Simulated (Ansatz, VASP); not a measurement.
**Two plane-wave programs on Bi**

```xyz
3
Lattice="5.4728 0.0000 0.0000 -2.7364 4.7396 0.0000 0.0000 0.0000 3.2322" Properties=species:S:1:pos:R:3 pbc="T T T"
Bi   -2.7364    4.7396    0.0000
Bi    0.0000    3.1597    1.6161
Bi    2.7364    1.5799    1.6161
```

Alike in both runs: task single point; functional PBEsol; k mesh 7 × 7 × 11; occupations fermi-dirac, width 0.1 eV; no spin polarisation.

|  | VASP | Ansatz |
| --- | --- | --- |
| version | VASP 6.6.1 | Ansatz 0.2.0 |
| potentials or method | VASP PAW PBE potentials, release 64 (Bi_d) | plane waves (420 eV) with PAW, scalar-relativistic |
| plane-wave cutoff (eV) | 520 | 420 |
| valence electrons in the cell | 45 | 45 |

```tsv
	VASP	Ansatz	Ansatz less VASP
pressure (GPa)	5.9	6.0	+0.07
largest component of the traceless stress (GPa)	1.29	1.29	+0.006
```

Ansatz warned: «pseudo_functional_mismatch».

Caveats: the PAW data sets were made with another functional, which shifts forces and pressure a little (VASP).
